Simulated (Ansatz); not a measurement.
**CdS (Hawleyite): how the settings move a single-point run**

Aim: see which settings change the result for CdS (Hawleyite), by how much, and at what cost.

Computed with Ansatz 0.2.0 (reference: DFT, PBEsol, PAW with Ansatz's default frozen-core files, fully relativistic files with spin-orbit coupling; levels and slopes on a fine mesh, unless a step's input says otherwise).

**1. Starting point**

The structure is cubic, space group F-43m (No. 216). The conventional cell has a = 5.825 Å, b = 5.825 Å, c = 5.825 Å, α = 90.00°, β = 90.00°, γ = 90.00°. Cd (site symmetry -43m) has 4 S at 2.52 Å as nearest neighbours. S (site symmetry -43m) has 4 Cd at 2.52 Å as nearest neighbours.

Structure file:

```xyz
2
Lattice="0.0000 2.9123 2.9123 2.9123 0.0000 2.9123 2.9123 2.9123 0.0000" Properties=species:S:1:pos:R:3 pbc="T T T"
Cd    0.0000    0.0000    0.0000
S     4.3684    4.3684    4.3684
```

**2. Baseline**

File input.yaml:

```yaml
crystal:
  lattice:
    - [0.0, 2.91228339506, 2.91228339506]
    - [2.91228339506, 0.0, 2.91228339506]
    - [2.91228339506, 2.91228339506, 0.0]
  atoms:
    - { symbol: Cd, position: [0.0, 0.0, 0.0] }
    - { symbol: S, position: [0.75, 0.75, 0.75] }
kpoints:
  mp_grid: { grid: [6, 6, 6] }
scf:
  occupations: { method: fixed }
hamiltonian:
  xc: pbesol
  pseudopotentials: { kind: paw_fr }
magnetization:
  noncollinear: true
  spin_orbit: true
output:
  forces: true
  stress: true
  eigenvalues: true
  eigenstates:
    nscf_kmesh: { grid: [10, 10, 10] }
    de_dk: true
    e_range: [-9, 11.0119773221]
checkpoint:
  write: ck
  write_wavefunctions: false
```

Started as:

```sh
$ ansatz run input.yaml --threads 1 --pin off --max-ram 3072MiB --backend cpu --events-out ev --progress --plain --runs-dir out
```

The main lines of its log:

```text
[...]
Basis set: ecut = 420 eV, 941 PW (Γ), exchange–correlation on 60×60×60 points (8 copies of the dense FFT grid, shifted against one another)
[...]
Magnetic group: BNS 216.75 (UNI 1577), of the structure as read, at distance tolerance 3.7e-5 Å
k-points: 16 of 216 (time reversal used)
[...]
SCF iter   1: F=—  HF=-9072.932541 eV  |F-HF|=—  |Δ(HF+E_count)|=         —  Δρ=2.63e-2  dr2=2.61e-1  dr2_m=0.00e0 (ungated)  ethr=3.10e-3  |M|=0.00e0 ∫|m|=0.00e0 μB  |m|>n=0.0e0 m-floor=0.0e0 τ_xc=0.0e0  β_m=0.30  ⟨swp⟩=7.1  Hψ=2439  notcnv=0  defer=62
preconditioner: auto → none  [insulator: Δε(μ)=1.189 eV  Ē_g=12.801 eV  n_scr=14 (ndim 8)  ℏωp=22.4 eV  f_vac=0.062  ε∞_Penn≈4.1]
SCF iter   2: F=—  HF=-9072.878514 eV  |F-HF|=—  |Δ(HF+E_count)|=   5.40e-2  Δρ=1.54e-2  dr2=7.29e-2  dr2_m=0.00e0 (ungated)  ethr=1.00e-3  |M|=0.00e0 ∫|m|=0.00e0 μB  |m|>n=0.0e0 m-floor=0.0e0 τ_xc=0.0e0  β_m=0.45  ⟨swp⟩=3.1  Hψ=981  notcnv=0  defer=64
[...]
SCF iter   8: F=—  HF=-9072.867954 eV  |F-HF|=—  |Δ(HF+E_count)|=   4.24e-9  Δρ=2.66e-7  dr2=2.69e-11  dr2_m=0.00e0 (ungated)  ethr=7.32e-12  |M|=0.00e0 ∫|m|=0.00e0 μB  |m|>n=0.0e0 m-floor=0.0e0 τ_xc=0.0e0  β_m=0.86  ⟨swp⟩=2.0  Hψ=860  notcnv=0  defer=64
SCF iter   9: F=-9072.867954 eV  HF=-9072.867954 eV  |F-HF|=0.00e0  |Δ(HF+E_count)|=  2.55e-11  Δρ=3.59e-8  dr2=3.17e-13  dr2_m=0.00e0 (ungated)  ethr=1.00e-12  |M|=0.00e0 ∫|m|=0.00e0 μB  |m|>n=0.0e0 m-floor=0.0e0 τ_xc=0.0e0  ⟨swp⟩=12.9  Hψ=3190  notcnv=0
[...]
SCF converged after 9 iterations
Magnetization: |M| = 0.0000 μB,  M = (+0.0000, +0.0000, +0.0000) μB
[...]
Free energy (F): -9072.867954 eV
[...]
E sigma→0 (E₀):  -9072.867954 eV
Fermi energy:    6.883913 eV
[...]
  P = ⅓ Tr σ = -0.0598 GPa (-0.598 kbar)
[...]
```

Wall time 20 s (1 thread of Arm Neoverse V2, shared host); peak memory 0.4 GiB.

**3. Variant: mp_grid.grid [2, 2, 2], mp_grid.shift [0.5, 0.5, 0.5]**

input.yaml: that of step 2 with these lines changed.

```diff
@@ -9,3 +9,3 @@
 kpoints:
-  mp_grid: { grid: [6, 6, 6] }
+  mp_grid: { grid: [2, 2, 2], shift: [0.5, 0.5, 0.5] }
 scf:
```

Started as:

```sh
$ ansatz run input.yaml --threads 1 --pin off --max-ram 3072MiB --backend cpu --events-out ev --progress --plain --runs-dir out
```

Log:

```text
Warning: crystal.symmetry: narrowed to the stabiliser of the k-point mesh — unitary ops 24 → 6, anti-unitary 24 → 6; excluded 36 operations that carry a point of the 2×2×2 mesh (shift [0.5, 0.5, 0.5]) off the mesh (the run samples exactly the mesh kpoints.mp_grid names, as under crystal.symmetry.detect: false, and its converged state has the mesh's symmetry, not the crystal's; ε∞, the Born charges and the force constants of a linear response (`dielectric:` by the response, `phonons.method: dfpt`) are averaged over those of the crystal's operations that the state keeps within a tolerance, where `mesh_tensors`, `unaveraged_element` or `gamma_mean_max_change_ev_ang2` stands beside them; a row that `dielectric.field_direction` solves alone is averaged likewise, with nothing beside; a Γ-centred mesh of equal divisions is mapped onto itself by every operation and keeps the whole group, as does a half-shifted one under kpoints.further_shifts: images)
Engine: ansatz 0.2.0
Pseudopotentials: kind: paw_fr
Pseudopotential: Cd, paw_fr, valence charge 20, recommended cutoff 420 eV (normal), Cd.paw.azcp#standard-fr
Pseudopotential: S, paw_fr, valence charge 6, recommended cutoff 420 eV (normal), S.paw.azcp#standard-fr
Functional definition: PBEsol
  exchange = pbesol_x
  correlation = pbesol_c
non-collinear run that drives no moment, with spin-orbit: no starting moment large enough to seed its density (crystal.atoms[].spin), no starting occupations that ask for one, no magnetisation constraint and no magnetic field, so the semilocal B_xc is pinned to zero
Crystal: 2 atoms, lattice volume = 49.400 Å³
Basis set: ecut = 420 eV, 941 PW (Γ), exchange–correlation on 60×60×60 points (8 copies of the dense FFT grid, shifted against one another)
Bands: 34, of which v1, the nominal top of the filled ones, is band 26 counted from 1 (25 counted from 0)
Symmetry: 6 space group operations + 6 with time reversal
k-points: 2 of 8 (time reversal used)
Projection manifold: j_resolved (fully-relativistic pseudo-atomic orbitals)
Non-local potential: Cd, projectors of the file, l = 0: 3, l = 1: 4, l = 2: 4, l = 3: 2
Non-local potential: S, projectors of the file, l = 0: 2, l = 1: 4, l = 2: 4
PAW form: soft (Blöchl's): semilocal exchange-correlation on the pseudo side does not see the compensation charge
PAW frozen core: Cd, regenerated for the run's functional, and the local potential with it (the file was generated under x = pbe(κ = 0.804, μ = 0.2195149727645171), c = pbe(β = 0.06672455060314922))
PAW frozen core: S, regenerated for the run's functional, and the local potential with it (the file was generated under x = pbe(κ = 0.804, μ = 0.2195149727645171), c = pbe(β = 0.06672455060314922))
PAW one-centre angular grid: Cd, 590 points (default); XC on 64 Gauss nodes
PAW one-centre angular grid: S, 110 points (default); XC on 64 Gauss nodes
Initial density: superposition of atomic densities (chi_scale 0.1, normalization cell, long waves kept (reshape's long-wave potential 0.00 eV rms))
Initial wavefunctions: pseudopotential atomic-orbital guess
Functional: x = pbesol(κ = 0.804, μ = 0.12345679012345678), c = pbesol(β = 0.046)
SCF iter   1: F=—  HF=-9072.907196 eV  |F-HF|=—  |Δ(HF+E_count)|=         —  Δρ=2.78e-2  dr2=2.97e-1  dr2_m=0.00e0 (ungated)  ethr=3.10e-3  |M|=0.00e0 ∫|m|=0.00e0 μB  |m|>n=0.0e0 m-floor=0.0e0 τ_xc=0.0e0  β_m=0.30  ⟨swp⟩=8.0  Hψ=320  notcnv=0  defer=8
preconditioner: auto → none  [insulator: Δε(μ)=3.194 eV  Ē_g=12.729 eV  n_scr=14 (ndim 8)  ℏωp=22.4 eV  f_vac=0.062  ε∞_Penn≈4.1]
SCF iter   2: F=—  HF=-9072.845383 eV  |F-HF|=—  |Δ(HF+E_count)|=   6.18e-2  Δρ=1.66e-2  dr2=8.72e-2  dr2_m=0.00e0 (ungated)  ethr=1.14e-3  |M|=0.00e0 ∫|m|=0.00e0 μB  |m|>n=0.0e0 m-floor=0.0e0 τ_xc=0.0e0  β_m=0.46  ⟨swp⟩=2.0  Hψ=90  notcnv=0  defer=8
SCF iter   3: F=—  HF=-9072.833330 eV  |F-HF|=—  |Δ(HF+E_count)|=   1.21e-2  Δρ=4.78e-3  dr2=5.69e-3  dr2_m=0.00e0 (ungated)  ethr=3.35e-4  |M|=0.00e0 ∫|m|=0.00e0 μB  |m|>n=0.0e0 m-floor=0.0e0 τ_xc=0.0e0  β_m=0.58  ⟨swp⟩=3.0  Hψ=104  notcnv=0  defer=8
SCF iter   4: F=—  HF=-9072.833607 eV  |F-HF|=—  |Δ(HF+E_count)|=   2.77e-4  Δρ=4.11e-4  dr2=4.78e-5  dr2_m=0.00e0 (ungated)  ethr=2.19e-5  |M|=0.00e0 ∫|m|=0.00e0 μB  |m|>n=0.0e0 m-floor=0.0e0 τ_xc=0.0e0  β_m=0.63  ⟨swp⟩=3.0  Hψ=104  notcnv=0  defer=8
SCF iter   5: F=—  HF=-9072.833616 eV  |F-HF|=—  |Δ(HF+E_count)|=   9.03e-6  Δρ=1.56e-4  dr2=9.75e-6  dr2_m=0.00e0 (ungated)  ethr=1.84e-7  |M|=0.00e0 ∫|m|=0.00e0 μB  |m|>n=0.0e0 m-floor=0.0e0 τ_xc=0.0e0  β_m=0.60  ⟨swp⟩=2.0  Hψ=108  notcnv=0  defer=8
SCF iter   6: F=—  HF=-9072.833603 eV  |F-HF|=—  |Δ(HF+E_count)|=   1.29e-5  Δρ=4.89e-5  dr2=9.60e-7  dr2_m=0.00e0 (ungated)  ethr=3.75e-8  |M|=0.00e0 ∫|m|=0.00e0 μB  |m|>n=0.0e0 m-floor=0.0e0 τ_xc=0.0e0  β_m=0.57  ⟨swp⟩=2.0  Hψ=94  notcnv=0  defer=8
SCF iter   7: F=—  HF=-9072.833608 eV  |F-HF|=—  |Δ(HF+E_count)|=   5.06e-6  Δρ=1.46e-5  dr2=6.50e-8  dr2_m=0.00e0 (ungated)  ethr=3.69e-9  |M|=0.00e0 ∫|m|=0.00e0 μB  |m|>n=0.0e0 m-floor=0.0e0 τ_xc=0.0e0  β_m=0.67  ⟨swp⟩=2.0  Hψ=92  notcnv=0  defer=8
SCF iter   8: F=—  HF=-9072.833608 eV  |F-HF|=—  |Δ(HF+E_count)|=   3.36e-8  Δρ=2.94e-6  dr2=3.76e-9  dr2_m=0.00e0 (ungated)  ethr=2.50e-10  |M|=0.00e0 ∫|m|=0.00e0 μB  |m|>n=0.0e0 m-floor=0.0e0 τ_xc=0.0e0  β_m=0.74  ⟨swp⟩=2.0  Hψ=112  notcnv=0  defer=8
SCF iter   9: F=—  HF=-9072.833608 eV  |F-HF|=—  |Δ(HF+E_count)|=   2.23e-9  Δρ=5.89e-7  dr2=1.80e-10  dr2_m=0.00e0 (ungated)  ethr=1.45e-11  |M|=0.00e0 ∫|m|=0.00e0 μB  |m|>n=0.0e0 m-floor=0.0e0 τ_xc=0.0e0  β_m=0.71  ⟨swp⟩=2.0  Hψ=94  notcnv=0  defer=8
SCF iter  10: F=-9072.833608 eV  HF=-9072.833608 eV  |F-HF|=3.64e-12  |Δ(HF+E_count)|=  1.15e-10  Δρ=1.60e-7  dr2=9.32e-12  dr2_m=0.00e0 (ungated)  ethr=1.00e-12  |M|=0.00e0 ∫|m|=0.00e0 μB  |m|>n=0.0e0 m-floor=0.0e0 τ_xc=0.0e0  ⟨swp⟩=11.5  Hψ=452  notcnv=0
SCF 1 converged in 10 iterations: F = -9072.833608 eV  dr2 = 9.32e-12
NSCF: frozen V_eff on 116 k-points
SCF converged after 10 iterations
Magnetization: |M| = 0.0000 μB,  M = (+0.0000, +0.0000, +0.0000) μB
Absolute magnetization: 0.0000 μB (∫|m|)
  site 0: m = (+0.0000, +0.0000, +0.0000) μB, |m| = 0.0000 μB  (R = 1.04 Å)
  site 1: m = (+0.0000, +0.0000, +0.0000) μB, |m| = 0.0000 μB  (R = 1.04 Å)
Free energy (F): -9072.833608 eV
Harris-Foulkes:  -9072.833608 eV  (|F-HF|=3.64e-12)
Internal energy: -9072.833608 eV  (E = F + TS)
E sigma→0 (E₀):  -9072.833608 eV
Fermi energy:    6.537660 eV
--- Per-component energies (eV) ---
  E_band       = -508.230058
  E_kinetic    = 611.634562
  E_local      = -4005.426067  (includes V_loc(G=0)·N_el)
  E_nonlocal   = 63.560777
  E_hartree    = 1837.036033
  E_xc         = -271.385622
  E_vxc        = -308.155085  (∫ρ·V_xc dr)
  E_paw        = -4599.761972  (= ΣΔE_a)
  E_vpaw       = -543.916131  (= ΣTr[D̂ρ^β])
  E_aug_tail   = 0.000014  (compensation charges beyond the density's cutoff)
  E_ewald      = -2708.897758
  E_core_change = 0.406424  (= ΣΔE_core)
  E_smearing   = -0.000000  (= −TS)
  E_closure    = -0.000000  (closes the sum)
  Σ components = -9072.833608   (vs F -9072.833608, Δ=0.00e0)
--- Forces (eV/Å), atoms counted from 1 ---
  atom   1  Cd    -0.29576877    -0.29576877    -0.29576877
  atom   2  S      0.29576795     0.29576795     0.29576795
  max |Σ_I F_I| component: 8.20e-7 eV/Å
--- Stress (GPa, compression-positive) ---
        0.144171      -2.511141      -2.511141
       -2.511141       0.144171      -2.511141
       -2.511141      -2.511141       0.144171
  P = ⅓ Tr σ = 0.1442 GPa (1.442 kbar)
--- Band table (eV) ---
  k-point 0: bands = ["-94.3077", "-94.3077", "-59.4783", "-59.4783", "-53.6409", "-53.6409", "-53.6261", "-53.6261", "-5.2913", "-5.2913", "-1.1097", "-1.0632", "-0.9520", "-0.9520", "-0.5115", "-0.5115", "-0.2294", "-0.2294", "-0.2283", "-0.1656", "4.3254", "4.3254", "6.4835", "6.4835", "6.5044", "6.5377", "9.5274", "9.5274", "12.9945", "12.9945", "13.6979", "13.6979", "13.9270", "13.9309"]
  k-point 1: bands = ["-94.3077", "-94.3077", "-59.4784", "-59.4784", "-53.6411", "-53.6410", "-53.6265", "-53.6265", "-5.0033", "-5.0014", "-1.0252", "-0.9593", "-0.8456", "-0.5879", "-0.3900", "-0.3788", "-0.2128", "-0.1370", "0.1306", "0.2432", "2.9314", "2.9483", "4.8213", "4.8838", "5.5160", "5.5279", "10.9751", "10.9821", "12.2510", "12.2753", "14.2541", "14.3359", "15.1642", "15.1709"]
--- Fermi surface from the table of eigenstates not read: on its mesh, or on one of the eight of every second point, the electrons fill whole bands (an insulator's do; a metal wants a denser output.eigenstates.nscf_kmesh) ---
```

Run time: 34 s. Hardware: 1 thread of Arm Neoverse V2, shared host; peak memory 0.45 GiB.

Changing the k-point mesh moves the energy by +17.2 meV/atom, and the gap on the mesh goes from 1.00 to 2.99 eV and the largest force goes from 0.00 to 0.51 eV/Å. Sampling errors of the energy have no fixed sign. A gap read on a mesh depends on which points the mesh holds, and a coarse mesh shifts the density too. The variant is not converged in its settings.

**4. Side by side**

| run | ending | energy change | pressure (GPa) | gap (eV) | force (eV/Å) | cycles | time |
| --- | --- | --- | --- | --- | --- | --- | --- |
| reference | converged | 0 | -0.1 | 1.00 | 0.00 | - | 20 s |
| 1: mp_grid.grid [2, 2, 2], mp_grid.shift [0.5, 0.5, 0.5] | converged | +17.2 meV/atom | 0.1 | 2.99 | 0.51 | 10 | 34 s |

Residual by cycle in the longest SCF loop of each run; runs are numbered as in the table. The quantity is the density residual dr2, in eV.

| cycle | reference | run 1 |
| --- | --- | --- |
| 1 | 0.261 | 0.297 |
| 2 | 0.0729 | 0.0872 |
| 3 | 0.00564 | 0.00569 |
| 4 | 1.2e-4 | 4.8e-5 |
| 5 | 8.0e-6 | 9.7e-6 |
| 6 | 3.1e-7 | 9.6e-7 |
| 7 | 1.9e-9 | 6.5e-8 |
| 8 | 2.7e-11 | 3.8e-9 |
| 9 | 3.2e-13 | 1.8e-10 |
| 10 | - | 9.3e-12 |

What this shows: Changing the k-point mesh moves the energy by +17.2 meV/atom, and the gap on the mesh goes from 1.00 to 2.99 eV and the largest force goes from 0.00 to 0.51 eV/Å. Sampling errors of the energy have no fixed sign. A gap read on a mesh depends on which points the mesh holds, and a coarse mesh shifts the density too.

These are semilocal Kohn-Sham gaps, which aren't the measured quantity. Such gaps usually fall short of the measured ones.
